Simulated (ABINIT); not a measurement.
ZrS2: band structure with PBE

**Measured values to compare with.**

“Stress-Tuned Optical Transitions in Layered 1T-MX2 (M= Hf, Zr, Sn; X= S, Se) Crystals”, 2022, arxiv:2210.12074 quotes, for a bulk crystal of ZrS2: band gap 1.68 eV (indirect).

ZrS2:

```xyz
3
Lattice="3.6914 0.0000 0.0000 -1.8457 3.1968 0.0000 0.0000 0.0000 6.0411" Properties=species:S:1:pos:R:3 pbc="T T T"
Zr    0.0000    0.0000    0.0000
S     0.0000    2.1312    1.4372
S     1.8457    1.0656    4.6038
```

The cell is a database's computed one.

| Item | Value |
| --- | --- |
| Program | ABINIT 10.8.3 (patched build) |
| Task | band structure |
| Functional | PBE |
| Potentials or basis | PseudoDojo NC SR PBE v0.4 stringent |
| Cutoff | 898 eV |
| k mesh | 8 × 8 × 5 |
| Occupations | fermi-dirac, width 0.05 eV |
| Spin | no spin polarisation |

```
Pressure                                              : 0.5 GPa
Largest force                                         : 0.053 eV/Å
Band gap on the k mesh                                : 1.05 eV, indirect (least direct gap 1.63 eV)
Band gap along the path                               : 1.03 eV, indirect (least direct gap 1.63 eV)
Valence electrons inside the program's atomic spheres : Zr 8.28; S 3.94
```

Forces on the atoms (eV/Å):
```
Zr   0.000  0.000  0.000
S    0.000  0.000  0.053
S    0.000  0.000 -0.053
```

Stress tensor (GPa, compression positive):
```
0.16 0.00 0.00
0.00 0.16 0.00
0.00 0.00 1.23
```

Levels at the corners of the path, in eV from the valence-band top:
```tsv
point	band 8	band 9	band 10	band 11	band 12	band 13	band 14	band 15	band 16	band 17
Γ	-2.77	-2.77	-0.09	-0.09	-0.05	1.59	1.59	2.43	5.00	5.00
M	-2.56	-2.45	-2.35	-1.65	-1.17	1.19	3.24	3.50	5.67	5.94
K	-3.26	-3.26	-1.98	-1.98	-1.42	2.20	3.18	3.18	5.00	5.00
Γ	-2.77	-2.77	-0.09	-0.09	-0.05	1.59	1.59	2.43	5.00	5.00
A	-2.75	-2.75	-1.57	-0.19	-0.19	1.56	1.56	2.74	5.28	5.28
L	-3.06	-2.56	-2.20	-0.98	-0.80	1.03	3.23	3.50	5.29	5.88
H	-3.39	-3.04	-1.85	-1.75	-1.75	2.29	2.93	2.93	5.50	5.50
A	-2.75	-2.75	-1.57	-0.19	-0.19	1.56	1.56	2.74	5.28	5.28
```

It took 5.8 min on 1 thread of Intel(R) Xeon(R) Platinum 8375C CPU @ 2.90GHz (Ice Lake), with other jobs on the host, peak memory 0.21 GiB.

Measured gap of ZrS2: 1.68 eV (indirect; quoted in “Stress-Tuned Optical Transitions in Layered 1T-MX2 (M= Hf, Zr, Sn; X= S, Se) Crystals”, 2022, arxiv:2210.12074). This calculation gives 1.03 eV (-0.65 eV). Spin-orbit coupling on Zr is left out. The value is that of PBE, without temperature or zero-point motion. Semilocal functionals fall short of measured gaps as a rule. The cell is a database's relaxed one, not the measured one, which moves gaps too.

Caveat: this functional lacks dispersion, which binds the layers, so the pressure and a relaxed spacing across them are unreliable.
